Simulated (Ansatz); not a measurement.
# Li2S: the cost of one run

Method: DFT LDA, scalar-relativistic, in Ansatz 0.2.0.

### Step 1. The starting structure

The structure is cubic, space group Fm-3m (No. 225). The conventional cell has a = 5.708 Å, b = 5.708 Å, c = 5.708 Å, α = 90.00°, β = 90.00°, γ = 90.00°. Li (site symmetry -43m) has 4 S at 2.47 Å in its first shell of neighbours. S (site symmetry m-3m) has 8 Li at 2.47 Å in its first shell of neighbours.

Structure file:

```
Li S
1.0
     0.00000    2.85400    2.85400
     2.85400    0.00000    2.85400
     2.85400    2.85400    0.00000
Li S
2 1
Direct
  0.25000 0.25000 0.25000
  0.75000 0.75000 0.75000
  0.00000 0.00000 0.00000
```

Atoms are numbered in the order of the input: Li1, Li2, S3.

### Step 2. The deformed structure

Space group Fm-3m before, I4/mmm after.

### Step 3. LAPW, all electrons

Input file input.yaml:

```yaml
crystal:
  lattice:
    - [0.0, 2.88254, 2.854]
    - [2.88254, 0.0, 2.854]
    - [2.88254, 2.88254, 0.0]
  atoms:
    - { symbol: Li, position: [0.25, 0.25, 0.25] }
    - { symbol: Li, position: [0.75, 0.75, 0.75] }
    - { symbol: S, position: [0.0, 0.0, 0.0] }
kpoints:
  mp_grid: { grid: [7, 7, 7] }
  band_path:
    path:
      - [0.0, 0.0, 0.0]
      - [0.0, 0.5, 0.5]
      - [0.25, 0.75, 0.5]
      - [0.0, 0.5, 0.0]
      - [0.0, 0.0, 0.0]
      - [0.5, 0.5, 0.0]
      - [0.3775125, 0.6224875, 0.0]
      - [-0.3775125, 0.3775125, 0.0]
      - [0.0, 0.0, 0.0]
    npoints: 5
scf:
  occupations: { method: fermi_dirac, width: 0.02 }
hamiltonian:
  xc: lda
  pseudopotentials: { kind: all_electron, lapw: { basis_error: 0.001 } }
output:
  forces: true
  stress: true
  eigenvalues: true
```

Run with:

```
$ ansatz run input.yaml --threads 1 --pin off --max-ram 4096MiB --backend cpu --events-out ev --progress --plain --runs-dir out
```

What time and memory should one allow on 1 thread of Arm Neoverse V2, shared host?

About 4.5 s, with a peak of 0.24 GiB.
